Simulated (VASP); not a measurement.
# Cu3N (Pm-3m) in VASP: band structure with PBE

Aim: the band structure of Cu3N with PBE.

Program: VASP 6.6.1. These are calculated values, not measurements. Logs are shortened: lines on timing, memory, paths and dates and some standing lists are left out, and cuts for length are marked.

### Step 1. The crystal as given

It takes space group Pm-3m (No. 221, cubic). Conventional cell: a = 3.807 Å, b = 3.807 Å, c = 3.807 Å, α = 90.00°, β = 90.00°, γ = 90.00°. Around Cu (site symmetry 4/mmm) lie 2 N at 1.90 Å. N (site symmetry m-3m) is surrounded by 6 Cu at 1.90 Å.

### Step 2. Band structure, PBE

File POSCAR:

```
Cu3N
1.0
    3.8070000000      0.0000000000      0.0000000000
    0.0000000000      3.8070000000      0.0000000000
    0.0000000000      0.0000000000      3.8070000000
Cu N
3 1
Direct
    0.5000000000      0.0000000000      0.0000000000
    0.0000000000      0.5000000000      0.0000000000
    0.0000000000      0.0000000000      0.5000000000
    0.0000000000      0.0000000000      0.0000000000
```

File INCAR.step1:

```
PREC = Accurate
ENCUT = 520
EDIFF = 1E-6
ISMEAR = 0
SIGMA = 0.1
LREAL = False
LASPH = True
NELM = 60
ALGO = Fast
ISIF = 2
LWAVE = False
LCHARG = True
LMAXMIX = 4
GGA = PE
```

File KPOINTS.step1:

```
regular mesh
0
Gamma
  10 10 10
```

File INCAR.step2:

```
PREC = Accurate
ENCUT = 520
EDIFF = 1E-6
ISMEAR = 0
SIGMA = 0.05
LREAL = False
LASPH = True
NELM = 60
ALGO = Fast
ISIF = 2
LWAVE = False
LCHARG = False
LMAXMIX = 4
GGA = PE
ICHARG = 11
```

File KPOINTS.step2:

```
path GXMGRX,MR
15
line-mode
reciprocal
 0.0000000000  0.0000000000  0.0000000000  G
 0.0000000000  0.5000000000  0.0000000000  X

 0.0000000000  0.5000000000  0.0000000000  X
 0.5000000000  0.5000000000  0.0000000000  M

 0.5000000000  0.5000000000  0.0000000000  M
 0.0000000000  0.0000000000  0.0000000000  G

 0.0000000000  0.0000000000  0.0000000000  G
 0.5000000000  0.5000000000  0.5000000000  R

 0.5000000000  0.5000000000  0.5000000000  R
 0.0000000000  0.5000000000  0.0000000000  X

 0.5000000000  0.5000000000  0.0000000000  M
 0.5000000000  0.5000000000  0.5000000000  R
```

Potentials or basis: VASP PAW PBE potentials, release 64 (Cu, N).

The run is started by

```
$ cat potpaw_PBE.64/Cu/POTCAR potpaw_PBE.64/N/POTCAR > POTCAR
$ cp INCAR.step1 INCAR
$ cp KPOINTS.step1 KPOINTS
$ mpirun -np 1 vasp_std > vasp.out
$ cp INCAR.step2 INCAR
$ cp KPOINTS.step2 KPOINTS
$ mpirun -np 1 vasp_std > vasp.out
```

OUTCAR:

```text
PREC = Accurate
   ENCUT = 520
   EDIFF = 1E-6
   ISMEAR = 0
   LREAL = False
   LASPH = True
   NELM = 60
   ISIF = 2
   GGA = PE
   ICHARG = 11

 ion  position               nearest neighbor table
   1  0.500  0.000  0.000-   4 1.90   4 1.90   2 2.69   3 2.69   2 2.69   2 2.69   3 2.69   3 2.69
                             3 2.69   2 2.69
   2  0.000  0.500  0.000-   4 1.90   4 1.90   1 2.69   3 2.69   1 2.69   3 2.69   3 2.69   3 2.69
                             1 2.69   1 2.69
   3  0.000  0.000  0.500-   4 1.90   4 1.90   1 2.69   1 2.69   2 2.69   2 2.69   2 2.69   2 2.69
                             1 2.69   1 2.69
   4  0.000  0.000  0.000-   1 1.90   2 1.90   3 1.90   3 1.90   2 1.90   1 1.90

  LATTYP: Found a simple cubic cell.
 ALAT       =     3.8070000000

  Lattice vectors:

 A1 = (   3.8070000000,   0.0000000000,   0.0000000000)
 A2 = (   0.0000000000,   3.8070000000,   0.0000000000)
 A3 = (   0.0000000000,   0.0000000000,   3.8070000000)

Analysis of symmetry for initial positions (statically):
=====================================================================
 Subroutine PRICEL returns:
 Original cell was already a primitive cell.

 Routine SETGRP: Setting up the symmetry group for a
 simple cubic supercell.

 Subroutine GETGRP returns: Found 48 space group operations
 (whereof 48 operations were pure point group operations)
 out of a pool of 48 trial point group operations.

The static configuration has the point symmetry O_h .

Analysis of symmetry for dynamics (positions and initial velocities):
=====================================================================
 Subroutine PRICEL returns:
 Original cell was already a primitive cell.

 Routine SETGRP: Setting up the symmetry group for a
 simple cubic supercell.

 Subroutine GETGRP returns: Found 48 space group operations
 (whereof 48 operations were pure point group operations)
 out of a pool of 48 trial point group operations.

The dynamic configuration has the point symmetry O_h .

 Subroutine INISYM returns: Found 48 space group operations
 (whereof 48 operations are pure point group operations),
 and found     1 'primitive' translations

----------------------------------------------------------------------------------------

                                     Primitive cell

  volume of cell :      55.1758

  direct lattice vectors                    reciprocal lattice vectors
[... 81 lines left out ...]
   EDIFF  = 0.1E-05   stopping-criterion for ELM
   LREAL  =      F    real-space projection
   EDIFFG = 0.1E-04   stopping-criterion for IOM
   NSW    =      0    number of steps for IOM
   IBRION =     -1    ionic relax: 0-MD 1-quasi-New 2-CG
   NFREE  =      0    steps in history (QN), initial steepest desc. (CG)
   ISIF   =      2    stress and relaxation
   ISYM   =      2    0-nonsym 1-usesym 2-fastsym
   POTIM  = 0.5000    time-step for ionic-motion
   TEBEG  =    0.0;   TEEND  =   0.0 temperature during run
   PSTRESS=    0.0 pullay stress
   NELECT =      38.0000    total number of electrons
   NUPDOWN=      -1.0000    fix difference up-down
   EMIN   =  10.00;   EMAX   =-10.00  energy-range for DOS
   EFERMI =   0.00;   METHOD = LEGACY
   ISMEAR =     0;   SIGMA  =   0.05  broadening in eV -4-tet -1-fermi 0-gaus
   EFERMI_NEDOS =   21; number of points for ismear=-14 and -15
   IALGO  =     68    algorithm
   IMIX   =      4    mixing-type and parameters
     AMIX     =   0.40;   BMIX     =  1.00
     AMIX_MAG =   1.60;   BMIX_MAG =  1.00
  volume/ion in A,a.u.               =      13.79        93.09
  Fermi-wavevector in a.u.,A,eV,Ry     =   1.445728  2.732029 28.437924  2.090128
  Thomas-Fermi vector in A             =   2.563877
   LORBIT       =      0    0 simple, 1 ext, 2 COOP (PROOUT), +10 PAW based schemes
   GGA     = PE    functional components
   LHFCALC =     F    Hartree Fock is set to
   AEXX    =    0.0000 exact exchange contribution
   IVDW    =     0    specifies the selected vdW correction
   LEPSILON=     F    determine dielectric tensor
   LRPA    =     F    only Hartree local field effects (RPA)
 non-spin polarized calculation
 RMM-DIIS sequential band-by-band and
 Gauss-broadening in eV      SIGMA  =   0.05
  energy-cutoff  :      520.00
  volume of cell :       55.18
 maximum number of plane-waves:      1503

 number of electron      37.9999909 magnetization

 Free energy of the ion-electron system (eV)
  ---------------------------------------------------
  ext. energy  EPLUGINS =         0.00000000
  ---------------------------------------------------
  free energy    TOTEN  =       -17.47204430 eV

  energy without entropy =      -17.47195482  energy(sigma->0) =      -17.47199956

 E-fermi :   5.0786     XC(G=0): -10.8196

 val. band max:        4.9756506525   @ k =   0.5000   0.5000   0.5000
 cond. band min:       5.1698956085   @ k =   0.5000   0.5000   0.0000
 fundamental gap:      0.1942449560
 Fermi energy:         5.0785501045

 k-point     1 :       0.0000    0.0000    0.0000
  band No.  band energies     occupation
      1     -11.8954      2.00000
      2      -0.2946      2.00000
      3       0.1833      2.00000
      4       0.1833      2.00000
      5       0.1833      2.00000
      6       1.0913      2.00000
[... 613 lines left out ...]
     22       9.7990      0.00000
     23      10.6318      0.00000

 [... further k-points ...]

------------------------ aborting loop because EDIFF is reached ----------------------------------------

  FORCE on cell =-STRESS in cart. coord.  units (eV):
  Direction    XX          YY          ZZ          XY          YZ          ZX
  --------------------------------------------------------------------------------------
  -------------------------------------------------------------------------------------
  Total       14.6969933     14.6969933     14.6969933     -0.0000000     -0.0000000      0.0000000
  in kB      426.7666244    426.7666244    426.7666244     -0.0000000     -0.0000000      0.0000000
  external PRESSURE =     426.7666244 kB  Pullay stress =       0.0000000 kB

 VOLUME and BASIS-vectors are now :
 -----------------------------------------------------------------------------
  energy-cutoff  :      520.00
  volume of cell :       55.18
      direct lattice vectors                 reciprocal lattice vectors
     3.807000000  0.000000000  0.000000000     0.262674022  0.000000000  0.000000000
     0.000000000  3.807000000  0.000000000     0.000000000  0.262674022  0.000000000
     0.000000000  0.000000000  3.807000000     0.000000000  0.000000000  0.262674022

 POSITION                                       TOTAL-FORCE (eV/Angst)
 -----------------------------------------------------------------------------------
      1.90350      0.00000      0.00000         0.000000      0.000000      0.000000
      0.00000      1.90350      0.00000         0.000000      0.000000      0.000000
      0.00000      0.00000      1.90350         0.000000      0.000000      0.000000
      0.00000      0.00000      0.00000         0.000000      0.000000      0.000000
 -----------------------------------------------------------------------------------
    total drift:                               -0.000000      0.000000     -0.000000

  FREE ENERGIE OF THE ION-ELECTRON SYSTEM (eV)
  ---------------------------------------------------
  free  energy   TOTEN  =       -17.4720442990 eV

  energy  without entropy=      -17.4719548198  energy(sigma->0) =      -17.47199956
```

OUTCAR.step1:

```text
PREC = Accurate
   ENCUT = 520
   EDIFF = 1E-6
   ISMEAR = 0
   LREAL = False
[... 857 lines left out ...]
      1.90350      0.00000      0.00000         0.000000      0.000000      0.000000
      0.00000      1.90350      0.00000         0.000000      0.000000      0.000000
      0.00000      0.00000      1.90350         0.000000      0.000000      0.000000
      0.00000      0.00000      0.00000         0.000000      0.000000      0.000000
 -----------------------------------------------------------------------------------
    total drift:                                0.000000      0.000000     -0.000000

  FREE ENERGIE OF THE ION-ELECTRON SYSTEM (eV)
  ---------------------------------------------------
  free  energy   TOTEN  =       -18.3810084794 eV

  energy  without entropy=      -18.3807302916  energy(sigma->0) =      -18.38086939
```

Wall time 56 s (1 thread of Intel Xeon 6975P-C (Granite Rapids), shared host); peak memory 0.21 GiB.

What came out:

| Property | Result |
| --- | --- |
| Band gap on the k mesh | 0.19 eV, indirect (least direct gap 0.74 eV) |
| Band gap along the path | 0.19 eV, indirect (least direct gap 0.73 eV) |

Levels at the corners of the path, in eV from the valence-band top:
```
point  band 17  band 18  band 19  band 20  band 21  band 22
    Γ    -1.83    -1.83    -1.79     1.01     5.31     5.31
    X    -1.83    -1.41    -1.41     1.59     3.34     6.82
    X    -1.83    -1.41    -1.41     1.59     3.34     6.83
    M    -1.07    -1.07    -0.69     0.19     3.59     4.85
    M    -1.07    -1.07    -0.69     0.19     3.59     4.85
    Γ    -1.83    -1.83    -1.79     1.01     5.31     5.31
    Γ    -1.83    -1.83    -1.79     1.01     5.31     5.31
    R     0.00     0.00     0.00     0.81     0.81     0.81
    R     0.00     0.00     0.00     0.81     0.81     0.81
    X    -1.83    -1.41    -1.41     1.59     3.34     6.82
    M    -1.07    -1.07    -0.69     0.19     3.59     4.85
    R     0.00     0.00     0.00     0.81     0.81     0.81
```

Caveat: the log is that of the step along the path at fixed density, whose energy, stress, charges and moments have no meaning.
